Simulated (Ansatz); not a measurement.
Independent-particle absorption of O (R-3m, a = 3.538 Å, b = 3.538 Å, c = 11.616 Å, α = 90.00°, β = 90.00°, γ = 120.00°), no local fields or excitons, 0.1 eV broadening. Level of theory: DFT PBE+D3(BJ), scalar-relativistic, plane waves, PAW in Ansatz.

Plane waves to 420 eV, a k mesh through Γ of 12×12×12 on the computed 2-atom cell and Gaussian smearing (0.02 eV); collinear spin from starting moments 0.61 0.61 μB. The spectrum is summed on a 18×18×18 mesh.

```xyz
2
Lattice="1.7689 1.0213 3.8720 -1.7689 1.0213 3.8720 0.0000 -2.0425 3.8720" Properties=species:S:1:pos:R:3 pbc="T T T"
O     0.0000    0.0000    0.6093
O     0.0000    0.0000   11.0068
```

```json
{"photon energy (eV)": "0.0", "ε2,zz": "0.00"}
{"photon energy (eV)": "0.4", "ε2,zz": "0.00"}
{"photon energy (eV)": "0.8", "ε2,zz": "0.00"}
{"photon energy (eV)": "1.2", "ε2,zz": "0.00"}
{"photon energy (eV)": "1.6", "ε2,zz": "0.00"}
{"photon energy (eV)": "2.0", "ε2,zz": "0.00"}
{"photon energy (eV)": "2.4", "ε2,zz": "0.00"}
{"photon energy (eV)": "2.8", "ε2,zz": "0.00"}
{"photon energy (eV)": "3.2", "ε2,zz": "0.00"}
{"photon energy (eV)": "3.6", "ε2,zz": "0.00"}
{"photon energy (eV)": "4.0", "ε2,zz": "0.00"}
{"photon energy (eV)": "4.4", "ε2,zz": "0.00"}
{"photon energy (eV)": "4.8", "ε2,zz": "0.00"}
{"photon energy (eV)": "5.2", "ε2,zz": "0.00"}
{"photon energy (eV)": "5.6", "ε2,zz": "0.00"}
{"photon energy (eV)": "6.0", "ε2,zz": "0.00"}
{"photon energy (eV)": "6.4", "ε2,zz": "0.01"}
{"photon energy (eV)": "6.8", "ε2,zz": "13.38"}
{"photon energy (eV)": "7.2", "ε2,zz": "9.57"}
{"photon energy (eV)": "7.6", "ε2,zz": "0.22"}
{"photon energy (eV)": "8.0", "ε2,zz": "0.17"}
{"photon energy (eV)": "8.4", "ε2,zz": "0.10"}
{"photon energy (eV)": "8.8", "ε2,zz": "0.14"}
{"photon energy (eV)": "9.2", "ε2,zz": "0.21"}
{"photon energy (eV)": "9.6", "ε2,zz": "0.29"}
{"photon energy (eV)": "10.0", "ε2,zz": "0.04"}
{"photon energy (eV)": "10.4", "ε2,zz": "0.08"}
{"photon energy (eV)": "10.8", "ε2,zz": "0.13"}
{"photon energy (eV)": "11.2", "ε2,zz": "0.03"}
{"photon energy (eV)": "11.6", "ε2,zz": "0.05"}
{"photon energy (eV)": "12.0", "ε2,zz": "0.05"}
{"photon energy (eV)": "12.4", "ε2,zz": "0.03"}
{"photon energy (eV)": "12.8", "ε2,zz": "0.06"}
{"photon energy (eV)": "13.2", "ε2,zz": "0.39"}
{"photon energy (eV)": "13.6", "ε2,zz": "0.89"}
{"photon energy (eV)": "14.0", "ε2,zz": "1.07"}
```

The strongest peak lies near 7.0 eV. ε∞ (xx, yy, zz) = 1.5, 1.5, 2.5.

Cost: 1 run of about 2.6 core-minutes, on Arm Neoverse N1 (shared hosts).